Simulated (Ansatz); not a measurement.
## Zn under changes of volume

One of the cells (15.451 Å³/atom); the others are scaled copies at fixed shape and fractional positions:

```xyz
1
Lattice="-1.5690 1.5690 1.5690 1.5690 -1.5690 1.5690 1.5690 1.5690 -1.5690" Properties=species:S:1:pos:R:3 pbc="T T T"
Zn    0.0000    0.0000    0.0000
```

This isn't the form of Zn at room conditions, which is hcp.

- Program: Ansatz 0.2.0
- Functional: LDA
- Potentials or basis: all-electron LAPW, scalar-relativistic
- Cutoff: 253 eV (chosen from the basis error)
- Basis error allowed: 0.001 eV/atom
- k mesh: 12 × 12 × 12
- Occupations: fermi-dirac, width 0.05 eV
- Spin: no spin polarisation

```csv
volume (Å³/atom),energy over the lowest point (meV/atom),pressure (GPa)
14.524,0.00,-5.0
14.833,10.71,-6.2
15.142,?,?
15.451,38.59,-8.3
15.760,55.27,-9.1
16.069,73.40,-9.8
16.378,92.75,-10.3
```

Problem. What does the run at 15.142 Å³/atom give?

Solution. Energy over the lowest point 23.63 meV/atom; pressure -7.3 GPa.

Worked out: A Birch-Murnaghan fit of order 3 (a polynomial in V^(-2/3)) to the other rows has no minimum within the range. It gives 23.66 meV/atom at 15.142 Å³/atom, against the run's 23.63, and -dE/dV = -7.3 GPa, against -7.3.

Energies are extrapolated to zero smearing.
